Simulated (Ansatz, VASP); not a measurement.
This is a calculation of Hf2N for Ansatz 0.2.0. The cell comes from a database or a generator and needn't be the stable form of this composition.

The input input.yaml:

```yaml
crystal:
  lattice:
    - [3.08017, 0.0, 0.0]
    - [-1.54008, 2.6675, 0.0]
    - [0.0, 0.0, 5.8821]
  atoms:
    - { symbol: Hf, position: [0.0, 0.0, 0.74743] }
    - { symbol: Hf, position: [0.0, 0.0, 0.25257] }
    - { symbol: "N", position: [0.66667, 0.33333, 0.5] }
hamiltonian:
  xc: revpbe
  pseudopotentials: { kind: paw }
kpoints:
  mp_grid: { grid: [10, 10, 5] }
scf:
  occupations: { method: fermi_dirac, width: 0.05 }
output:
  forces: true
  stress: true
  eigenvalues: true
relax:
  f_tol: 0.01
  max_steps: 40
  cell: { stress_tol: 0.05 }
```

Potentials or basis: Ansatz PAW.

Launch:

```sh
$ ansatz run input.yaml --threads 2 --pin off --max-ram 5632MiB --backend cpu --events-out ev --progress --plain --runs-dir out
```

Question: Translate it to VASP 6.6.1. Potentials or basis there: PBE PAW files Hf_pv, N, 600 eV.

Answer: As run (cutoffs and basis follow the program's own potentials, and thresholds, step limits or extra output files can differ):

The input INCAR:

```
PREC = Accurate
ENCUT = 600
EDIFF = 1E-6
ISMEAR = -1
SIGMA = 0.05
LREAL = F
LASPH = T
NELM = 80
ALGO = Normal
ISIF = 3
LWAVE = F
LCHARG = F
GGA = RE
IBRION = 2
NSW = 60
EDIFFG = -0.02
```

The input KPOINTS:

```
Automatic mesh
0
Gamma
  10 10 5
```

Contents of POSCAR:

```
Hf2N
1.0
    3.0801700000      0.0000000000      0.0000000000
   -1.5400800000      2.6675000000      0.0000000000
    0.0000000000      0.0000000000      5.8821000000
Hf N
2 1
Direct
    0.0000000000      0.0000000000      0.7474300000
    0.0000000000      0.0000000000      0.2525700000
    0.6666700000      0.3333300000      0.5000000000
```

Potentials or basis: VASP PAW PBE potentials, release 64 (Hf_pv, N).

Command:

```console
$ cat potpaw_PBE.64/Hf_pv/POTCAR potpaw_PBE.64/N/POTCAR > POTCAR
$ mpirun -np 1 vasp_std > vasp.out
```

Both were run:

|  | Ansatz | VASP |
| --- | --- | --- |
| Relaxed volume | 16.37 Å³/atom | 16.25 Å³/atom |
| Relaxed cell | a = 3.095 Å, b = 3.095 Å, c = 5.917 Å, α = 90.00°, β = 90.00°, γ = 120.00° | a = 3.090 Å, b = 3.090 Å, c = 5.895 Å, α = 90.00°, β = 90.00°, γ = 120.00° |
| Space group after relaxing | P-6m2 (No. 187) | P-6m2 (No. 187) |
| Pressure after relaxing | 0.0 GPa | 0.0 GPa |

Ansatz's pressure holds a Pulay term of +0.21 GPa for its cutoff of 420 eV, which the other run lacks.

The potentials hold 57 and 25 valence electrons a cell.

Ansatz's potentials were made for PBE. VASP's potentials were made for PBE.

Where Ansatz's input types no cutoff or centring, it takes its own default and a Γ-centred mesh.

Pressure is positive in compression.
